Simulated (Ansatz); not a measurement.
# NaCl: the cost of one run

Method: DFT PBE, scalar-relativistic, in Ansatz 0.2.0.

### 1 The starting structure

Symmetry: Pm-3m, No. 221, cubic system. Conventional cell: a = 2.860 Å, b = 2.860 Å, c = 2.860 Å, α = 90.00°, β = 90.00°, γ = 90.00°. Around Na (site symmetry m-3m) lie 8 Cl at 2.48 Å. Cl (site symmetry m-3m) is surrounded by 8 Na at 2.48 Å.

Structure file:

```cif
data_structure
_symmetry_space_group_name_H-M 'P 1'
_symmetry_Int_Tables_number 1
_cell_length_a 2.8600
_cell_length_b 2.8600
_cell_length_c 2.8600
_cell_angle_alpha 90.000
_cell_angle_beta 90.000
_cell_angle_gamma 90.000
_cell_volume 23.39
loop_
_atom_site_label
_atom_site_type_symbol
_atom_site_fract_x
_atom_site_fract_y
_atom_site_fract_z
_atom_site_occupancy
Na1 Na 0.00000 0.00000 0.00000 1
Cl1 Cl 0.50000 0.50000 0.50000 1
```

Atoms are numbered in the order of the input: Na1, Cl2.

### 2 After the deformation

Space group Pm-3m before, P4/mmm after.

### 3 All-electron LAPW

File input.yaml:

```yaml
crystal:
  lattice:
    - [2.86, 0.0, 0.0]
    - [0.0, 2.86, 0.0]
    - [0.0, 0.0, 2.9458]
  atoms:
    - { symbol: Na, position: [0.0, 0.0, 0.0] }
    - { symbol: Cl, position: [0.5, 0.5, 0.5] }
kpoints:
  mp_grid: { grid: [8, 8, 8] }
  band_path:
    path:
      - [0.0, 0.0, 0.0]
      - [0.0, 0.5, 0.0]
      - [0.5, 0.5, 0.0]
      - [0.0, 0.0, 0.0]
      - [0.0, 0.0, 0.5]
      - [0.0, 0.5, 0.5]
      - [0.5, 0.5, 0.5]
      - [0.0, 0.0, 0.5]
      - [0.0, 0.5, 0.0]
    npoints: 5
scf:
  occupations: { method: fermi_dirac, width: 0.02 }
hamiltonian:
  xc: pbe
  pseudopotentials: { kind: all_electron, lapw: { basis_error: 0.00025 } }
output:
  forces: true
  stress: true
  eigenvalues: true
```

The run is started by

```
> ansatz run input.yaml --threads 1 --pin off --max-ram 3072MiB --backend cpu --events-out ev --progress --plain --runs-dir out
```

Q: Estimate wall time and peak memory on 1 thread of Intel Xeon 6975P-C (Granite Rapids), shared host.

About 5.2 s, with a peak of 0.34 GiB.
